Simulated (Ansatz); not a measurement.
# CdF2 (Fm-3m) in Ansatz: further runs

The runs below take CdF2 through band structure, with r2SCAN0, r2SCANh.

Program: Ansatz 0.2.0. These are calculated values, not measurements. Logs are shortened: lines on timing, memory, paths and dates and some standing lists are left out, and cuts for length are marked.

### Step 1. Starting point

It takes space group Fm-3m (No. 225, cubic). The conventional cell has a = 5.388 Å, b = 5.388 Å, c = 5.388 Å, α = 90.00°, β = 90.00°, γ = 90.00°. Around Cd (site symmetry m-3m) lie 8 F at 2.33 Å. Around F (site symmetry -43m) lie 4 Cd at 2.33 Å.

### Step 2. Band structure, r2SCAN0

The input, input.yaml:

```yaml
crystal:
  lattice:
    - [0.0, 2.694, 2.694]
    - [2.694, 0.0, 2.694]
    - [2.694, 2.694, 0.0]
  atoms:
    - { symbol: Cd, position: [0.0, 0.0, 0.0] }
    - { symbol: F, position: [0.75, 0.75, 0.75] }
    - { symbol: F, position: [0.25, 0.25, 0.25] }
hamiltonian:
  xc: r2scan0
  pseudopotentials: { kind: paw }
kpoints:
  mp_grid: { grid: [5, 5, 5] }
  band_path:
    path:
      - [[0.0, 0.0, 0.0], [0.5, 0.0, 0.5], [0.5, 0.25, 0.75], [0.375, 0.375, 0.75], [0.0, 0.0, 0.0], [0.5, 0.5, 0.5], [0.625, 0.25, 0.625], [0.5, 0.25, 0.75], [0.5, 0.5, 0.5], [0.375, 0.375, 0.75]]
      - [[0.625, 0.25, 0.625], [0.5, 0.0, 0.5]]
    npoints: 4
scf:
  occupations: { method: fermi_dirac, width: 0.05 }
  n_extra_bands: 7
output:
  forces: true
  stress: true
  eigenvalues: true
  fatbands: false
```

Potentials or basis: Ansatz PAW.

Started as:

```bash
$ ansatz run input.yaml --threads 2 --pin off --max-ram 5632MiB --backend cpu --events-out ev --progress --plain --runs-dir out
```

The log of the run:

```text
Warning: output.stress: scf.convergence.dr2_threshold = 1e-7 eV (the SCF's general default) is looser than the 3e-10 eV advised for a printed stress (1e-10 eV for each atom of the cell: 3). What an SCF threshold leaves in a stress goes as its square root, and in the free energy as the threshold itself, and one threshold admits the most on a small cell: of the crystals measured, under no hybrid functional and no lock of the moments, on runs that ended without the residual-converged pass, on stresses that held no estimate of that error, the worst erred by over 100 MPa in a component at 1e-7 eV an atom and by under 5 at 1e-10. Set scf.convergence.dr2_threshold to 3e-10 eV or tighter. The threshold is an SCF's pass mark: one that does not reach it within its budget of iterations ends unconverged, or closes short of it on a stop that the run arms, and scf.convergence.dr2_threshold's page says what that costs each kind of run
Warning: output.stress: scf.exx.energy_threshold = 1e-6 eV is looser than the 3e-8 eV advised for a stress under a hybrid functional (1e-8 eV for each atom of the cell: 3). Every SCF of the exchange loop can meet its threshold on dr2 while the loop round them stops early: no threshold on dr2 bounds what that leaves in the stress. Set scf.exx.energy_threshold to 3e-8 eV or tighter. The threshold is the loop's pass mark: a loop that does not reach it within its budget of cycles ends unconverged, and scf.exx.energy_threshold's page has the law
Warning: RAYON_NUM_THREADS=2 ignored (pool sized by the plan → 2); use --threads N
scf.n_extra_bands = 7 over 17 filled bands (N_el = 34.0): the run solves 24 bands
Engine: ansatz 0.2.0, x86_64-unknown-linux-gnu
Pseudopotentials: kind: paw
Pseudopotential: Cd, paw, valence charge 20, recommended cutoff 500 eV (meta_gga), Cd.paw.azcp
Pseudopotential: F, paw, valence charge 7, recommended cutoff 500 eV (meta_gga), F.paw.azcp
Functional definition: r2SCAN0
  parameter a = 0.25
  parameter k0 = 0.174
  parameter k1 = 0.065
  parameter a1 = 4.9479
  exchange = (1 - a)*r2scan_x(k0 = k0, k1 = k1, a1 = a1) + a*exact_x
  correlation = r2scan_c
Crystal: 3 atoms, lattice volume = 39.104 Å³
Basis set: ecut = 500 eV, 965 PW (Γ), exchange–correlation on 120×120×120 points (64 copies of the dense FFT grid, shifted against one another)
Bands: 24, of which v1, the nominal top of the filled ones, is band 17 counted from 1 (16 counted from 0)
Symmetry: 48 space group operations
Space group: Fm-3m (ITA 225), of the structure as read, at distance tolerance 3.4e-5 Å
k-points: 10 of 125
Non-local potential: Cd, projectors of the file, l = 0: 3, l = 1: 2, l = 2: 2, l = 3: 1
Non-local potential: F, projectors of the file, l = 0: 2, l = 1: 2, l = 2: 1
PAW form: soft (Blöchl's): semilocal exchange-correlation on the pseudo side does not see the compensation charge
PAW frozen core: Cd, regenerated for the run's functional, and the local potential with it (the file was generated under x = pbe(κ = 0.804, μ = 0.2195149727645171), c = pbe(β = 0.06672455060314922))
PAW frozen core: F, regenerated for the run's functional, and the local potential with it (the file was generated under x = pbe(κ = 0.804, μ = 0.2195149727645171), c = pbe(β = 0.06672455060314922))
PAW one-centre angular grid: Cd, 590 points (default); XC on 160 Gauss nodes
PAW one-centre angular grid: F, 302 points (default); XC on 160 Gauss nodes
Initial density: superposition of atomic densities (neutral atoms: chi_scale 0, normalization atom), corrected by the library's trained network
Initial wavefunctions: pseudopotential atomic-orbital guess
Functional: x = r2scan, c = r2scan; τ floored in thin density (d = 2e-4 eV/Å³), warm-up for x = 0.75 r2scan + 0.25 exact, c = r2scan; τ floored in thin density (d = 2e-4 eV/Å³)
SCF iter   1: F=—  HF=-9889.347296 eV  |F-HF|=—  |Δ(HF+E_count)|=         —  Δρ=1.07e-2  dr2=3.48e-2  dr2_τ=7.62e-2  ethr=1.77e-3  ⟨swp⟩=10.8  Hψ=1162  notcnv=0
preconditioner: auto → none  [insulator: Δε(μ)=4.019 eV  Ē_g=21.148 eV  σ=0.050 eV  W_gap=1.00  n_scr=14 (ndim 8)  ℏωp=30.3 eV  f_vac=0.142  D(μ)=0.00/eV (n_scr^D=0)]
SCF iter   2: F=—  HF=-9889.376782 eV  |F-HF|=—  |Δ(HF+E_count)|=   2.95e-2  Δρ=6.17e-3  dr2=4.55e-3  dr2_τ=1.58e-3  ethr=1.02e-4  ⟨swp⟩=4.1  Hψ=646  notcnv=0  defer=4
SCF iter   3: F=-9889.376402 eV  HF=-9889.376429 eV  |F-HF|=2.68e-5  |Δ(HF+E_count)|=   3.53e-4  Δρ=2.38e-3  dr2=9.18e-4  dr2_τ=2.45e-4  ethr=1.34e-5  ⟨swp⟩=3.3  Hψ=529  notcnv=0  defer=3
SCF 1 stopped early in 3 iterations: F = -9889.376402 eV  dr2 = 9.18e-4
Initial density: handed on by an earlier stage of this run
Initial wavefunctions: those handed on with the density
Functional: x = 0.75 r2scan + 0.25 exact, c = r2scan; τ floored in thin density (d = 2e-4 eV/Å³)
Frozen-core exchange: fock
SCF iter   1: F=—  HF=-9888.265743 eV  |F-HF|=—  |Δ(HF+E_count)|=         —  Δρ=9.39e-3  dr2=2.92e-2  dr2_τ=2.91e-3  ethr=2.70e-5  ⟨swp⟩=4.8  Hψ=895  notcnv=0
preconditioner: auto → none  [insulator: Δε(μ)=6.574 eV  Ē_g=24.242 eV  σ=0.050 eV  W_gap=1.00  n_scr=14 (ndim 8)  ℏωp=30.3 eV  f_vac=0.143  D(μ)=0.00/eV (n_scr^D=0)]
SCF iter   2: F=—  HF=-9888.257741 eV  |F-HF|=—  |Δ(HF+E_count)|=   8.00e-3  Δρ=2.67e-3  dr2=2.64e-3  dr2_τ=3.21e-4  ethr=2.70e-5  ⟨swp⟩=3.0  Hψ=565  notcnv=0
SCF iter   3: F=—  HF=-9888.265511 eV  |F-HF|=—  |Δ(HF+E_count)|=   7.77e-3  Δρ=1.11e-3  dr2=5.11e-4  dr2_τ=1.53e-5  ethr=3.89e-6  ⟨swp⟩=3.4  Hψ=547  notcnv=0  defer=1
iter 4 solved again at ethr=9.34e-9 eV; its pass at ethr=1.22e-6 eV (dr2=3.17e-6 eV) is discarded
SCF iter   4: F=—  HF=-9888.265377 eV  |F-HF|=—  |Δ(HF+E_count)|=   1.34e-4  Δρ=1.42e-4  dr2=1.74e-5  dr2_τ=5.47e-7  ethr=9.34e-9  ⟨swp⟩=3.8  Hψ=1095  notcnv=0
SCF iter   5: F=-9888.265484 eV  HF=-9888.265485 eV  |F-HF|=1.05e-6  |Δ(HF+E_count)|=   1.08e-4  Δρ=1.21e-4  dr2=3.46e-6  dr2_τ=1.62e-7  ethr=9.34e-9  ⟨swp⟩=4.2  Hψ=681  notcnv=0  defer=1
SCF 2 stopped early in 5 iterations: F = -9888.265484 eV  dr2 = 3.46e-6
hybrid outer 1: dexx = +9.086e-3 eV, tail = 2.44e-5 eV
Frozen-core exchange: fock
SCF iter   1: F=—  HF=-9888.265668 eV  |F-HF|=—  |Δ(HF+E_count)|=         —  Δρ=5.14e-5  dr2=5.72e-7  dr2_τ=2.99e-7  ethr=3.59e-7  ⟨swp⟩=4.4  Hψ=530  notcnv=0
preconditioner: auto → none  [insulator: Δε(μ)=6.517 eV  Ē_g=24.187 eV  σ=0.050 eV  W_gap=1.00  n_scr=14 (ndim 8)  ℏωp=30.3 eV  f_vac=0.148  D(μ)=0.00/eV (n_scr^D=0)]
SCF iter   2: F=—  HF=-9888.265668 eV  |F-HF|=—  |Δ(HF+E_count)|=   1.97e-7  Δρ=1.69e-5  dr2=8.51e-8  dr2_τ=7.73e-9  ethr=1.60e-9  ⟨swp⟩=4.0  Hψ=647  notcnv=0
SCF iter   3: F=—  HF=-9888.265669 eV  |F-HF|=—  |Δ(HF+E_count)|=   6.17e-9  Δρ=1.17e-5  dr2=4.91e-8  dr2_τ=1.62e-9  ethr=1.65e-10  ⟨swp⟩=4.0  Hψ=633  notcnv=0
SCF iter   4: F=—  HF=-9888.265669 eV  |F-HF|=—  |Δ(HF+E_count)|=   1.32e-7  Δρ=9.75e-6  dr2=2.41e-8  dr2_τ=1.21e-9  ethr=8.52e-11  ⟨swp⟩=3.5  Hψ=570  notcnv=0  defer=4
SCF iter   5: F=-9888.265669 eV  HF=-9888.265669 eV  |F-HF|=4.61e-9  |Δ(HF+E_count)|=   8.64e-9  Δρ=4.43e-6  dr2=4.84e-9  dr2_τ=2.63e-10  ethr=6.73e-11  ⟨swp⟩=2.9  Hψ=445  notcnv=0  defer=1
SCF 3 converged in 5 iterations: F = -9888.265669 eV  dr2 = 4.84e-9
  Residual-converged pass: ⟨swp⟩=3.0  Hψ=481  notcnv=0  max |occ|·‖R‖ = 2.3e-6 eV (tolerance 2.4e-6 eV)  dr2=4.50e-9  dr2_τ=2.26e-10  dr2_onsite=8.93e-10  max |Δocc| = 0.0e0
hybrid outer 2: dexx = +2.643e-7 eV, tail = 2.23e-8 eV, Δε = 3.75e-3 eV (about 1.52e-4 eV left of the loop's levels)
NSCF: frozen V_eff on 42 k-points
hybrid SCF converged: 2 outer / 10 inner (+3 warm-up), last move |dexx| = 2.64e-7 eV, tail = 2.23e-8 eV
Stability not checked: this state was not tested for a lower state beside it, because the functional holds exact exchange (a hybrid, or Hartree-Fock), whose exchange loop this test does not read (fock_operator; see scf.lower_state_search)
Free energy (F): -9888.265669 eV
Frozen-core exchange: fock
Harris-Foulkes:  -9888.265669 eV  (|F-HF|=4.61e-9)
Internal energy: -9888.265669 eV  (E = F + TS)
E sigma→0 (E₀):  -9888.265669 eV
Fermi energy:    7.315126 eV
--- Per-component energies (eV) ---
  E_band       = -612.474687
  E_kinetic    = 926.303086
  E_local      = -4244.931377  (includes V_loc(G=0)·N_el)
  E_nonlocal   = 181.872733
  E_hartree    = 1885.504829
  E_xc         = -251.954388
  E_vxc        = -361.938834  (∫ρ·V_xc dr)
  E_exx        = -156.418236  (= α·E_x^exact, valence–valence)
  E_paw        = -4433.709730  (= ΣΔE_a)
  E_vpaw       = -594.659882  (= ΣTr[D̂ρ^β])
  E_aug_tail   = 0.002256  (compensation charges beyond the density's cutoff)
  E_vtau       = 22.698515  (kinetic-family band-sum trace: ∫τ·v_τ [+ j·A + Jᵃ·Aᵃ] dr)
  E_ewald      = -3793.856633
  E_core_change = -1.078210  (= ΣΔE_core)
  E_smearing   = -0.000000  (= −TS)
  E_closure    = 0.000003  (closes the sum)
  Σ components = -9888.265669   (vs F -9888.265669, Δ=0.00e0)
--- Forces (eV/Å), atoms counted from 1 ---
  atom   1  Cd    -0.00000000     0.00000000     0.00000000
  atom   2  F      0.00000000     0.00000000    -0.00000000
  atom   3  F      0.00000000     0.00000000     0.00000000
  max |Σ_I F_I| component: 6.94e-18 eV/Å
--- Stress (GPa, compression-positive) ---
       -1.850489       0.000000       0.000000
       -0.000000      -1.850489       0.000000
       -0.000000      -0.000000      -1.850489
  P = ⅓ Tr σ = -1.8505 GPa (-18.505 kbar)
--- Band table (eV; the first three rows and the last of 10) ---
  k-point 0: bands = ["-100.3176", "-59.4676", "-59.4676", "-59.4676", "-19.1337", "-18.0244", "-2.0294", "-2.0294", "-2.0294", "-0.7291", "-0.7291", "3.0408", "3.0408", "3.0408", "3.4705", "3.4705", "3.4705", "10.4878", "20.4297", "20.4297", "20.4297", "24.8325", "27.7228", "27.7228"]
  k-point 1: bands = ["-100.3176", "-59.4685", "-59.4678", "-59.4678", "-19.0112", "-18.1337", "-1.8859", "-1.8859", "-1.5997", "-0.7623", "-0.7623", "2.1484", "2.7508", "2.7508", "3.1472", "3.5217", "3.5217", "11.7828", "18.8271", "21.0708", "21.0708", "26.8752", "26.8752", "26.9419"]
  k-point 2: bands = ["-100.3176", "-59.4700", "-59.4681", "-59.4681", "-18.7235", "-18.3946", "-1.6907", "-1.6907", "-0.7089", "-0.7036", "-0.7036", "1.3407", "2.0275", "2.2235", "2.2235", "3.5913", "3.5913", "14.2421", "16.9617", "22.3429", "22.3429", "25.9702", "25.9702", "26.5677"]
  k-point 9: bands = ["-100.3176", "-59.4698", "-59.4692", "-59.4685", "-18.6171", "-18.4632", "-1.4208", "-1.2154", "-1.0553", "-0.7320", "-0.7293", "0.5628", "1.4412", "2.0176", "2.8659", "3.4544", "3.9711", "15.5486", "17.7749", "20.3595", "20.4105", "23.8553", "26.9685", "29.1209"]
```

It took 64 s on 2 threads of AMD EPYC 9R45 (Zen 5), shared host; peak memory 1.2 GiB.

Results:

```yaml
Free_energy: -9888.2657 eV
Pressure: -1.9 GPa
Band_gap_on_the_k_mesh: 6.52 eV, indirect (least direct gap 7.02 eV)
Band_gap_along_the_path: 6.43 eV, indirect (least direct gap 7.02 eV)
```

Levels at the corners of the path, in eV from the valence-band top:
```csv
point,band 13,band 14,band 15,band 16,band 17,band 18,band 19,band 20,band 21,band 22
Γ,-1.02,-1.02,-0.59,-0.59,-0.59,6.43,16.37,16.37,16.37,20.77
X,-3.12,-3.12,-0.55,-0.09,-0.09,11.87,13.29,14.80,18.27,18.27
W,-2.78,-1.61,-1.61,-0.65,0.00,11.95,14.50,15.45,15.45,20.26
K,-2.68,-2.47,-1.00,-0.37,-0.22,11.81,14.24,14.44,18.08,18.51
Γ,-1.02,-1.02,-0.59,-0.59,-0.59,6.43,16.37,16.37,16.37,20.77
L,-2.37,-1.94,-1.94,-0.46,-0.46,10.90,12.34,18.55,18.55,21.76
U,-2.68,-2.47,-1.00,-0.37,-0.22,11.81,14.24,14.44,18.08,18.51
W,-2.78,-1.61,-1.61,-0.65,0.00,11.95,14.50,15.45,15.45,20.26
L,-2.37,-1.94,-1.94,-0.46,-0.46,10.90,12.34,18.55,18.55,21.76
K,-2.68,-2.47,-1.00,-0.37,-0.22,11.81,14.24,14.44,18.08,18.51
U,-2.68,-2.47,-1.00,-0.37,-0.22,11.81,14.24,14.44,18.08,18.51
X,-3.12,-3.12,-0.55,-0.09,-0.09,11.87,13.29,14.80,18.27,18.27
```

Caveat: the k mesh misses the band edges, so the gap on the mesh is wider than the one along the path; the pressure holds a Pulay correction of +0.4 GPa for the finite cutoff; the PAW data sets come from PBE, with cores solved anew for the run's functional, which leaves a small shift of forces and pressure; the thresholds are loose for stress.

### Step 3. Band structure, r2SCANh

input.yaml, as its differences from that of step 2:

```diff
@@ -10,3 +10,3 @@
 hamiltonian:
-  xc: r2scan0
+  xc: r2scanh
   pseudopotentials: { kind: paw }
```

Potentials or basis: Ansatz PAW.

Started as:

```bash
$ ansatz run input.yaml --threads 2 --pin off --max-ram 5632MiB --backend cpu --events-out ev --progress --plain --runs-dir out
```

It took 59 s on 2 threads of AMD EPYC 9R45 (Zen 5), shared host; peak memory 1.2 GiB.

Results (log left out):

- Free energy: -9888.9161 eV
- Pressure: -0.8 GPa
- Band gap on the k mesh: 4.92 eV, indirect (least direct gap 5.38 eV)
- Band gap along the path: 4.83 eV, indirect (least direct gap 5.38 eV)

Levels at the corners of the path, in eV from the valence-band top:
```tsv
point	band 15	band 16	band 17	band 18	band 19	band 20
Γ	-0.55	-0.55	-0.55	4.83	14.72	14.72
X	-0.53	-0.09	-0.09	10.09	11.66	13.24
W	-1.56	-0.63	0.00	10.16	12.92	13.76
K	-0.97	-0.36	-0.21	10.04	12.65	12.78
Γ	-0.55	-0.55	-0.55	4.83	14.72	14.72
L	-1.88	-0.43	-0.43	9.16	10.75	16.79
U	-0.97	-0.36	-0.21	10.04	12.65	12.78
W	-1.56	-0.63	0.00	10.16	12.92	13.76
L	-1.88	-0.43	-0.43	9.16	10.75	16.79
K	-0.97	-0.36	-0.21	10.04	12.65	12.78
U	-0.97	-0.36	-0.21	10.04	12.65	12.78
X	-0.53	-0.09	-0.09	10.09	11.66	13.24
```

Caveat: the k mesh misses the band edges, so the gap on the mesh is wider than the one along the path; the PAW data sets come from PBE, with cores solved anew for the run's functional, which leaves a small shift of forces and pressure; the thresholds are loose for stress.
